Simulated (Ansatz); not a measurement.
CsPbI$_{3}$ (cubic perovskite)

```
CsPbI3
1.0
    6.33267     0.00000     0.00000
    0.00000     6.33267     0.00000
    0.00000     0.00000     6.33267
Cs Pb I
1 1 3
Direct
  0.00000   0.00000   0.00000
  0.50000   0.50000   0.50000
  0.00000   0.50000   0.50000
  0.50000   0.50000   0.00000
  0.50000   0.00000   0.50000
```

The slice is a {100} plane (indices of the conventional cell) through the point (0.500, 0.500, 0.500) (fractional), spanned by u = [100] and v = [010] in vectors of this cell: u (6.33 Å) and v (6.33 Å, at 90° to u). It covers one period; positions are fractions (u, v).

The numbers are results of r2SCAN (plane waves to 500 eV, PAW, scalar-relativistic; Ansatz, an electronic-structure program), not measurements. k mesh 5×5×5. Near the nuclei the fields are pseudised (PAW); where an atom keeps semicore shells as valence, they peak there. CsPbI3 was relaxed with its symmetry unable to fall. Spin-orbit coupling is left out, though I and Pb are heavy. This is a high-temperature form of CsPbI3.

Q: The ELF has a maximum in the middle third of the Pb–I line. Where, and how high?

A: 0.68, 2.0 Å from Pb.

Q: What is the valence density on the shortest Pb–I line in this plane (3.17 Å), at its minimum between the atoms?

A: 0.21 e/Å³.

Q: What is the ELF at the density minimum of the shortest Pb–I line in this plane (3.17 Å)?

A: 0.3.

Q: Sketch the electrostatic potential energy of an electron, from the cell's mean on this plane as a map.

A: 
```
|xxxxx  :=-  xxxxxxxxx  -=:  xxxx|
|xxxxx  -==. xxxxxxxxx .==-  xxxx|
|xxxxx .=++- xxxxxxxxx -++=. xxxx|
|xxxx  -+**+: xxxxxxx :+**+-  xxx|
|x    :+*###+:   x   :+###*+:    |
|   .-+*#%%%#*=:   :=*#%%%#*+-.  |
|::-=+*#%%@@%%#**+**#%%@@%%#*+=-:|
|===+*#%%@@@@@%%%%%%%@@@@@%%#*+==|
|--=+*#%@@@@@@@@@@@@@@@@@@@%#*+=-|
|  .-+#%@@@@@@@@@@@@@@@@@@@%#+-. |
|x   :+#%@@@@@@@@@@@@@@@@@%#+:   |
|xxxx :*%@@@@@@@@@@@@@@@@@%*: xxx|
|xxxxx =#%@@@@@@@@@@@@@@@%#= xxxx|
|xxxxx :*%@@@@@@@@@@@@@@@%*: xxxx|
|xxxxx  *%@@@@@@@@@@@@@@@%*  xxxx|
|xxxxxx +%@@@@@@@@@@@@@@@%+ xxxxx|
|xxxxx  *%@@@@@@@@@@@@@@@%*  xxxx|
|xxxxx :*%@@@@@@@@@@@@@@@%*: xxxx|
|xxxxx =#%@@@@@@@@@@@@@@@%#= xxxx|
|xxxx :*%@@@@@@@@@@@@@@@@@%*: xxx|
|x   :+#%@@@@@@@@@@@@@@@@@%#+:   |
|  .-+#%@@@@@@@@@@@@@@@@@@@%#+-. |
|--=+*#%@@@@@@@@@@@@@@@@@@@%#*+=-|
|===+*#%%@@@@@%%%%%%%@@@@@%%#*+==|
|::-=+*#%%@@%%#**+**#%%@@%%#*+=-:|
|   .-+*#%%%#*=:   :=*#%%%#*+-.  |
|x    :+*###+:   x   :+###*+:    |
|xxxx  -+**+: xxxxxxx :+**+-  xxx|
|xxxxx .=++- xxxxxxxxx -++=. xxxx|
|xxxxx  -==. xxxxxxxxx .==-  xxxx|
|xxxxx  :=-  xxxxxxxxx  -=:  xxxx|
|xxxxxx :=- xxxxxxxxxxx -=: xxxxx|
```
Scale: ten equal steps from -4.00 (start of ' ') to 4.62 (end of '@'), in the order ' .:-=+*#%@'. Values: electrostatic potential energy of an electron, from the cell's mean, in eV. The map has 32 points along u (one character each, u = 0 at the left) and 32 along v (v = 0 in the bottom row). Points within 1 Å of a nucleus are blanked (x), as the pseudised field means little there. Values under -4 eV are set to -4. The zero, the cell's mean, hangs on the PAW cores.
